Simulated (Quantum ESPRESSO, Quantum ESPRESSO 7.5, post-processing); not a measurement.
# 2H-MoTe2, 2 layers, AA' stacking against a metal electrode: a series in the charge of the slab

Aim: how the results for 2H-MoTe2, 2 layers, AA' stacking against a metal electrode change with the charge of the slab.

Program: Quantum ESPRESSO 7.5. Level of theory: plane-wave DFT, PBE, GBRV ultrasoft pseudopotentials (geometry by pw.x at PBE-D3(BJ), GBRV ultrasoft). Results are calculated unless marked as measured.

Report form: the programs' logs are mostly left out.

## 1. Starting point

The cell holds 6 atoms: 4 Te and 2 Mo. Its edges and angles: a = 3.550 Å, b = 3.550 Å, c = 26.748 Å, α = 90.0°, β = 90.0°, γ = 120.0°. It derives from MoTe2. Vacuum lies along c.

Structure file:

```cif
data_structure
_symmetry_space_group_name_H-M 'P 1'
_symmetry_Int_Tables_number 1
_cell_length_a 3.5500
_cell_length_b 3.5500
_cell_length_c 26.7482
_cell_angle_alpha 90.000
_cell_angle_beta 90.000
_cell_angle_gamma 120.000
_cell_volume 291.93
loop_
_atom_site_label
_atom_site_type_symbol
_atom_site_fract_x
_atom_site_fract_y
_atom_site_fract_z
_atom_site_occupancy
Te1 Te 0.33333 0.66667 0.29909 1
Mo2 Mo 0.00000 0.00000 0.36963 1
Te3 Te 0.33333 0.66667 0.44018 1
Te4 Te 0.00000 0.00000 0.55982 1
Mo5 Mo 0.33333 0.66667 0.63037 1
Te6 Te 0.00000 0.00000 0.70091 1
```

Set-up: The slab is relaxed neutral under PBE-D3(BJ), then held. ESM with bc3: vacuum below and a metal electrode about 6 Å above the top atoms. Fermi-Dirac smearing of 0.004 Ry and a dense mesh. Charges are set per cell from the starting area.

Members 2, 3, 4.5, 6, 7 and 8 took the same steps and show in the table alone.

## 2. Relaxing cell and ions of the reference

What the set-up leaves free in this member is relaxed.

File ref.relax.in:

```
&control
  prefix = 'ref.relax'
  outdir = './out'
  pseudo_dir = './pseudo'
  nstep = 80
  forc_conv_thr = 0.0004
  calculation = 'vc-relax'
  etot_conv_thr = 1e-06
/
&system
  ibrav = 0
  nat = 6
  ntyp = 2
  ecutwfc = 50
  ecutrho = 250
  vdw_corr = 'grimme-d3'
  dftd3_version = 4
  occupations = 'smearing'
  smearing = 'fd'
  degauss = 0.004
/
&electrons
  conv_thr = 1e-09
  mixing_beta = 0.4
  electron_maxstep = 120
  mixing_mode = 'plain'
/
&ions
/
&cell
  cell_dofree = '2Dxy'
  press_conv_thr = 0.3
/
ATOMIC_SPECIES
  Te  127.6000  te_pbe_v1.uspp.F.UPF
  Mo  95.9500  mo_pbe_v1.uspp.F.UPF
CELL_PARAMETERS angstrom
  3.55000000000000 0.00000000000000 0.00000000000000
  -1.77500000000000 3.07439018343476 0.00000000000000
  0.00000000000000 0.00000000000000 26.74820526129667
ATOMIC_POSITIONS crystal
  Te  0.333333333300 0.666666666700 0.299085487114
  Mo  0.000000000000 0.000000000000 0.369634194846
  Te  0.333333333300 0.666666666700 0.440182902577
  Te  0.000000000000 0.000000000000 0.559817097423
  Mo  0.333333333300 0.666666666700 0.630365805154
  Te  0.000000000000 0.000000000000 0.700914512886
K_POINTS automatic
  12 12 1 0 0 0
```

Command:

```sh
$ OMP_NUM_THREADS=1 mpirun -n 4 pw.x -nk 4 -in ref.relax.in > ref.relax.out
```

Elapsed: 19 min, on 4 MPI ranks of Arm Neoverse V1, shared host; peak memory 1 GiB; 77 min of CPU time.

The steps of the relaxation:

```csv
step,energy less that of the first step (eV),largest force (eV/Å),volume (Å³)
1,0.0000,0.9853,291.93
2,-0.0901,0.6940,289.82
3,-0.1511,0.3530,287.56
4,-0.1695,0.0228,285.43
5,-0.1697,0.0235,285.67
6,-0.1698,0.0296,285.82
7,-0.1699,0.0308,285.97
8,-0.1701,0.0277,286.21
9,-0.1702,0.0194,286.51
10,-0.1703,0.0191,286.75
11,-0.1703,0.0224,286.83
12,-0.1704,0.0244,286.88
13,-0.1705,0.0260,286.92
14,-0.1707,0.0266,286.95
15,-0.1710,0.0251,286.95
16,-0.1714,0.0289,286.89
17,-0.1716,0.0222,286.75
18,-0.1716,0.0132,286.68
19,-0.1716,0.0093,286.65
20,-0.1715,0.0090,286.65
```

```
cell as run  before  after  change
      a (Å)   3.550  3.518  -0.9 %
      b (Å)   3.550  3.518  -0.9 %
```

The atoms that moved most (Å, along periodic axes as changes of fractional coordinates times the final cell, across vacuum about the mean position):

| atom | dx | dy | dz | length |
| --- | --- | --- | --- | --- |
| Te6 | 0.000 | 0.000 | -0.111 | 0.111 |
| Te1 | 0.000 | 0.000 | 0.111 | 0.111 |
| Mo2 | 0.000 | 0.000 | 0.042 | 0.042 |
| Mo5 | 0.000 | 0.000 | -0.042 | 0.042 |
| Te4 | 0.000 | 0.000 | 0.024 | 0.024 |
| Te3 | 0.000 | 0.000 | -0.024 | 0.024 |

 The last row is no step: it is a fresh SCF in the final cell with a new plane-wave basis, +0 meV from the row before.

This step gave:

| Quantity | Value |
| --- | --- |
| free energy | -5237.8080 eV |
| Fermi energy | 3.453 eV |

## 3. SCF with pw.x, 0 ×10¹³ e/cm²

A run under open boundaries on these atoms gives the vacuum levels.

Level of this step: plane-wave DFT, PBE, GBRV ultrasoft pseudopotentials (Quantum ESPRESSO 7.5).

File m2.esm.in:

```
&control
  prefix = 'm2.esm'
  outdir = './out'
  pseudo_dir = './pseudo'
  calculation = 'scf'
  tprnfor = .true.
/
&system
  ibrav = 0
  nat = 6
  ntyp = 2
  ecutwfc = 40
  ecutrho = 200
  occupations = 'smearing'
  smearing = 'fd'
  degauss = 0.004
  assume_isolated = 'esm'
  esm_bc = 'bc3'
  tot_charge = 0.0
/
&electrons
  conv_thr = 1e-08
  mixing_beta = 0.4
  electron_maxstep = 120
  mixing_mode = 'plain'
/
ATOMIC_SPECIES
  Te  127.6000  te_pbe_v1.uspp.F.UPF
  Mo  95.9500  mo_pbe_v1.uspp.F.UPF
CELL_PARAMETERS angstrom
  3.51772337500000 0.00000000000000 0.00000000000000
  -1.75886168800000 3.04643780600000 0.00000000000000
  0.00000000000000 0.00000000000000 26.74820526100000
ATOMIC_POSITIONS crystal
  Te  0.333333333300 0.666666666700 -0.121986101321
  Mo  0.000000000000 0.000000000000 -0.054019378021
  Te  0.333333333300 0.666666666700 0.014061000579
  Te  0.000000000000 0.000000000000 0.135481742979
  Mo  0.333333333300 0.666666666700 0.203562121579
  Te  0.000000000000 0.000000000000 0.271528844879
K_POINTS automatic
  24 24 1 0 0 0
```

Command:

```sh
$ OMP_NUM_THREADS=1 mpirun -n 4 pw.x -nk 4 -in m2.esm.in > m2.esm.out
```

Run time: 5.2 min. Hardware: 4 MPI ranks; peak memory 0.99 GiB; 21 min of CPU time.

Read from the output:

* Fermi energy: -4.270 eV
* vacuum line at the lower end of the cell, over the Fermi level: 4.268 eV
* slope of the potential above: 7.58e-5 eV/Å
* vacuum line at the upper end of the cell, over the Fermi level: 4.270 eV

Electrostatic potential energy of an electron; zero at the Fermi level. Potential energy, planar mean against z:

| z (Å) | potential energy, planar mean (eV) |
| --- | --- |
| -13.0 | 4.27 |
| -12.5 | 4.27 |
| -12.0 | 4.27 |
| -11.5 | 4.27 |
| -11.0 | 4.27 |
| -10.5 | 4.27 |
| -10.0 | 4.27 |
| -9.5 | 4.27 |
| -9.0 | 4.27 |
| -8.5 | 4.27 |
| -8.0 | 4.27 |
| -7.5 | 4.27 |
| -7.0 | 4.26 |
| -6.5 | 4.26 |
| -6.0 | 4.23 |
| -5.5 | 4.13 |
| -5.0 | 3.72 |
| -4.5 | 2.11 |
| -4.0 | 2.36 |
| -3.5 | 18.3 |
| -3.0 | 17.5 |
| -2.5 | -0.301 |
| -2.0 | -9.57 |
| -1.5 | -21.7 |
| -1.0 | -12.7 |
| -0.5 | -2.85 |
| 0.0 | 13.9 |
| 0.5 | 20.5 |
| 1.0 | 5.38 |
| 1.5 | 1.22 |
| 2.0 | 2.91 |
| 2.5 | 1.21 |
| 3.0 | 5.49 |
| 3.5 | 20.4 |
| 4.0 | 13.7 |
| 4.5 | -2.90 |
| 5.0 | -12.6 |
| 5.5 | -21.7 |
| 6.0 | -9.55 |
| 6.5 | -0.352 |
| 7.0 | 17.5 |
| 7.5 | 18.4 |
| 8.0 | 2.36 |
| 8.5 | 2.13 |
| 9.0 | 3.73 |
| 9.5 | 4.13 |
| 10.0 | 4.23 |
| 10.5 | 4.26 |
| 11.0 | 4.27 |
| 11.5 | 4.27 |
| 12.0 | 4.27 |
| 12.5 | 4.27 |
| 13.0 | 4.27 |

Inside the slab this potential holds the local part of the pseudopotentials, which can be repulsive at the nuclei; only its value in the vacuum has a meaning of its own.

## 4. Ground state, 1 ×10¹³ e/cm²

m3.esm.in, as its differences from the input of step 3:

```diff
@@ -1,3 +1,3 @@
 &control
-  prefix = 'm2.esm'
+  prefix = 'm3.esm'
   outdir = './out'
@@ -18,3 +18,3 @@
   esm_bc = 'bc3'
-  tot_charge = 0.0
+  tot_charge = 0.01091
 /
@@ -25,2 +25,3 @@
   mixing_mode = 'plain'
+  startingpot = 'file'
 /
```

Command:

```sh
$ cp -r out/m2.esm.save out/m3.esm.save
$ OMP_NUM_THREADS=1 mpirun -n 4 pw.x -nk 4 -in m3.esm.in > m3.esm.out
```

Run time: 8.1 min. Hardware: 4 MPI ranks; peak memory 0.99 GiB.

This step gave:

```
Fermi energy                                                   : -5.479 eV
vacuum line at the lower end of the cell, over the Fermi level : 4.554 eV
slope of the potential above                                   : 0.1843 eV/Å
vacuum line at the upper end of the cell, over the Fermi level : 5.479 eV
```

Inside the slab this potential holds the local part of the pseudopotentials, which can be repulsive at the nuclei; only its value in the vacuum has a meaning of its own.

## 5. SCF with pw.x, -1.5 ×10¹³ e/cm²

m1.esm.in, as its differences from the input of step 4:

```diff
@@ -1,3 +1,3 @@
 &control
-  prefix = 'm3.esm'
+  prefix = 'm1.esm'
   outdir = './out'
@@ -18,3 +18,3 @@
   esm_bc = 'bc3'
-  tot_charge = 0.01091
+  tot_charge = -0.01637
 /
```

Command:

```sh
$ cp -r out/m2.esm.save out/m1.esm.save
$ OMP_NUM_THREADS=1 mpirun -n 4 pw.x -nk 4 -in m1.esm.in > m1.esm.out
```

Run time: 9.8 min. Hardware: 4 MPI ranks; peak memory 1 GiB; 39 min of CPU time.

Numbers from this step:

```
Fermi energy                                                   : -2.614 eV
vacuum line at the lower end of the cell, over the Fermi level : 3.981 eV
slope of the potential above                                   : -0.2762 eV/Å
vacuum line at the upper end of the cell, over the Fermi level : 2.614 eV
```

Inside the slab this potential holds the local part of the pseudopotentials, which can be repulsive at the nuclei; only its value in the vacuum has a meaning of its own.

## 6. Ground state, -3 ×10¹³ e/cm²

m0.esm.in, as its differences from the input of step 5:

```diff
@@ -1,3 +1,3 @@
 &control
-  prefix = 'm1.esm'
+  prefix = 'm0.esm'
   outdir = './out'
@@ -18,3 +18,3 @@
   esm_bc = 'bc3'
-  tot_charge = -0.01637
+  tot_charge = -0.03274
 /
```

Command:

```sh
$ cp -r out/m1.esm.save out/m0.esm.save
$ OMP_NUM_THREADS=1 mpirun -n 4 pw.x -nk 4 -in m0.esm.in > m0.esm.out
```

The job ended after 11 min (4 MPI ranks; peak memory 1 GiB; 44 min of CPU time).

Read from the output:

| Item | Value |
| --- | --- |
| Fermi energy | -1.276 eV |
| vacuum line at the lower end of the cell, over the Fermi level | 3.978 eV |
| slope of the potential above | -0.5525 eV/Å |
| vacuum line at the upper end of the cell, over the Fermi level | 1.276 eV |

Inside the slab this potential holds the local part of the pseudopotentials, which can be repulsive at the nuclei; only its value in the vacuum has a meaning of its own.

## 7. The series side by side

The series in one table:

| the charge of the slab (positive: electrons removed) | electrode's level over the Fermi level (eV) | far face's level over the Fermi level (eV) | field in the gap (eV/Å) |
| --- | --- | --- | --- |
| -3 ×10¹³ e/cm² | 1.276 | 3.978 | -0.5525 |
| -1.5 ×10¹³ e/cm² | 2.614 | 3.981 | -0.2762 |
| 0 ×10¹³ e/cm² | 4.27 | 4.268 | 7.578e-05 |
| 1 ×10¹³ e/cm² | 5.479 | 4.554 | 0.1843 |
| 2 ×10¹³ e/cm² | 6.428 | 4.58 | 0.3686 |
| 3 ×10¹³ e/cm² | 7.358 | 4.586 | 0.5528 |
| 4.5 ×10¹³ e/cm² | 8.745 | 4.59 | 0.8292 |
| 6 ×10¹³ e/cm² | 10.13 | 4.594 | 1.106 |
| 7 ×10¹³ e/cm² | 11.05 | 4.592 | 1.29 |
| 8 ×10¹³ e/cm² | 11.98 | 4.595 | 1.474 |

## 8. A check by hand

Last interval: C = Δσ/ΔV = 0.00102 e/Å² / 0.924 V × 1602 = 1.77 µF/cm².

## 9. Outcome

| Quantity | Value |
| --- | --- |
| mean capacitance at positive charge | 1.70 μF/cm² |
| effective gap ε₀/C | 5.21 Å |
| top atoms to electrode | 6.11 Å |

The series holds 10 members; mean capacitance at positive charge: 1.70 μF/cm²; effective gap ε₀/C: 5.21 Å; top atoms to electrode: 6.11 Å (PBE, GBRV ultrasoft). Interval by interval C lies between 1.35 and 1.83 µF/cm², least between 0 and 1×10¹³ e/cm², where the slab has few states at the Fermi level. The far face's level moves by 0.62 eV over the series, so the slab's own states take part of the voltage. The labels count charge on the starting cell; on the relaxed cell the densities are 1.018 times as large. Vacuum fills the gap; ions don't answer the charge; added electrons can spill towards the electrode at the most negative charges.

[Logs are printed without paths, hosts, clocks, repeated set-up lines and the standing remarks that a program may print on its own settings, such as how far it seeks lower states.]

[Hosts, paths, dates, database ids (printed as entryN), source tags and the programs' standing remarks are cut or masked in the printed files.]

[Maps of the electrostatic potential energy from Ansatz leave out the sawtooth potential of an applied field or a dipole correction, so their vacuum need not be flat; planar profiles and work functions include it.]
